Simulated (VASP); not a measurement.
AuZn: energy against volume and a worked fit

```cif
data_structure
_symmetry_space_group_name_H-M 'P 1'
_symmetry_Int_Tables_number 1
_cell_length_a 3.1470
_cell_length_b 3.1470
_cell_length_c 3.1470
_cell_angle_alpha 90.000
_cell_angle_beta 90.000
_cell_angle_gamma 90.000
_cell_volume 31.17
loop_
_atom_site_label
_atom_site_type_symbol
_atom_site_fract_x
_atom_site_fract_y
_atom_site_fract_z
_atom_site_occupancy
Au1 Au 0.00000 0.00000 0.00000 1
Zn1 Zn 0.50000 0.50000 0.50000 1
```

The cell was scaled at fixed shape and fractions and run with VASP, PBE PAW files Au, Zn, 520 eV; r2SCAN, k mesh 8 × 8 × 8 on the cell of 2 atoms, fermi-dirac occupations of 0.05 eV, no spin polarisation, no spin-orbit coupling. The potentials were made for PBE. Energies are those that the program minimises, any entropy of the smearing included. For a metal such a mesh isn't converged to the digits shown.

```tsv
V (Å³/atom)	energy over the lowest row (meV/atom)
14.6483	32.43
14.9600	?
15.2717	4.31
15.5833	0.00
15.8950	1.17
16.2067	7.11
16.5183	17.19
```

**Question.** Fit the third-order Birch-Murnaghan form, give V0, B0 and B′, and predict the energy left open.

**Answer.** With y = (V0/V)^(2/3), E = E0 + (9 V0 B0/16) [(y - 1)³ B′ + (y - 1)² (6 - 4y)]. Least squares through the rows shown give V0 = 15.6676 Å³/atom, E0 = -0.18 meV, B0 = 135.6 GPa (1 eV/Å³ = 160.218 GPa) and B′ = 5.70, with a largest miss of 0.01 meV. At V = 14.9600 the form with these constants gives 14.81 meV; the run gave 14.84 meV an atom.
